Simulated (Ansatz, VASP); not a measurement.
**BAs: VASP beside Ansatz**

```
CELL_PARAMETERS angstrom
0.00000 2.48404 2.29296
2.48404 0.00000 2.29296
2.48404 2.48404 0.00000
ATOMIC_POSITIONS crystal
B 0.00000 0.00000 0.00000
As 0.75000 0.75000 0.75000
```

Change from the starting cell: strain +0.040 along x and y, -0.040 along z, atoms carried along.

Alike in both runs: task single point; functional LDA; k mesh 10 × 10 × 10; occupations gaussian, width 0.05 eV; no spin polarisation.

|  | VASP | Ansatz |
| --- | --- | --- |
| version | VASP 6.6.1 | Ansatz 0.2.0 |
| potentials or method | VASP PAW LDA potentials, release 64 (B, As) | scalar-relativistic, plane waves, PAW |
| plane-wave cutoff (eV) | 520 | 420 |
| valence electrons in the cell | 8 | 18 |

```tsv
	VASP	Ansatz	Ansatz less VASP
gap on the k mesh at the Fermi level (eV)	0.04	0.04	+0.008
least direct gap on the mesh (eV)	2.44	2.44	+0.003
pressure (GPa)	-7.8	-8.5	-0.69
largest component of the traceless stress (GPa)	9.37	9.43	+0.055
```

The two sets of potentials don't hold the same shells in valence.
